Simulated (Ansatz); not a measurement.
A crystal in the fcc structure was computed with PBE in Ansatz (plane waves, PAW datasets (generated soft set 1); cutoff 420 eV), no spin polarisation, no spin–orbit coupling, Fermi–Dirac smearing of 0.061 eV, k-spacing 0.06 Å⁻¹. It has a₀ = 3.876 Å and B₀ = 92 GPa.

Q: Which is it?
A. Sc
B. Fe
C. Au
D. P
E. Tl

A: D. The five: P 3.876 Å, 92 GPa; Au 4.158 Å, 140 GPa; Sc 4.622 Å, 51 GPa; Fe 3.449 Å, 285 GPa; Tl 4.993 Å, 27 GPa.

Model structures, not the usual forms at ambient conditions (metastable or hypothetical): P, Sc, Fe, Tl. The real material (Fe) is magnetic: without spin this is a model state, and volume, stiffness and gap can lie far from those of the magnetic ground state. Spin–orbit coupling is left out, which matters for 6p elements such as Tl, Pb and Bi.
